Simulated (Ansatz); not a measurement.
# Sr in Ansatz: the effect of functional

The system is Sr.

```xyz
1
Lattice="0.0000 2.9802 2.9802 2.9802 0.0000 2.9802 2.9802 2.9802 0.0000" Properties=species:S:1:pos:R:3 pbc="T T T"
Sr    0.0000    0.0000    0.0000
```

The cell isn't the ideal one: volume scaled by 0.94.

Alike in all runs:

| Item | Value |
| --- | --- |
| Program | Ansatz 0.2.0 |
| Task | single point |
| Potentials or basis | Ansatz PAW |
| k mesh | 8 × 8 × 8 |
| Occupations | fermi-dirac, width 0.05 eV |
| Spin | no spin polarisation |

| functional | cutoff | pressure (GPa) |
| --- | --- | --- |
| LDA | 420 eV (not typed: the program's choice for these potentials) | ? |
| r2SCAN | 500 eV (not typed: the program's choice for these potentials) | 0.9 |
| PBE | 420 eV (not typed: the program's choice for these potentials) | 0.4 |

Task: What does the run with functional LDA give?

Result: Pressure -1.0 GPa.

Caveats: the PAW data sets come from PBE, with cores solved anew for the run's functional, which leaves a small shift of forces and pressure (some runs).
